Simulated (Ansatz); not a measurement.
We consider fluorite SrF2, described by r²SCAN (Ansatz, a first-principles code, plane waves, PAW).

Settings: plane-wave cutoff 560 eV, 10×10×10 k mesh, Fermi–Dirac smearing 0.01 eV, scalar-relativistic PAW data made under PBE.

Cell (relaxed at this level):

SrF₂ is taken in the cubic space group Fm-3m (No. 225), the fluorite structure, Pearson symbol cF12. Lattice parameters: a = 5.790 Å, b = 5.790 Å, c = 5.790 Å, α = 90.00°, β = 90.00°, γ = 90.00°. Sr on 4a is coordinated by 8 F at 2.507 Å (cubic). F on 8c sees 4 Sr at 2.507 Å (tetrahedral). (Neighbours: up to the widest gap in distance over summed covalent radii, below 1.35, at either atom; cation-cation and far metal-metal contacts left out.)
(The calculation used a cell of 3 atoms; values per cell refer to that cell.)

**Question.** What does this level give for the bulk modulus, band gap, smallest direct gap on the k points sampled and pressure derivative B′ of the bulk modulus?

**Answer.** 
- bulk modulus: 74.2 GPa
- band gap: 7.60 eV
- smallest direct gap on the k points sampled: 7.70 eV
- pressure derivative B′ of the bulk modulus: 4.6

Measured, for comparison: band gap 11.1 eV (temperature not stated, no zero-point or thermal correction; as tabulated in Aguado et al. (1999), arXiv:cond-mat/9901145); bulk modulus 69 GPa (temperature not stated, no zero-point or thermal correction; as tabulated in On the Morphology of Group II Metal Fluoride Nanocrystals at Finite Temperature …). Computed (rounded) less measured: bulk modulus +8 %. A static lattice is as a rule a little smaller and stiffer than an uncorrected measurement, which can account for part of this.

Spin–orbit coupling is not included.

Computed values are for the static lattice.

Computing time: roughly 50 core-seconds.
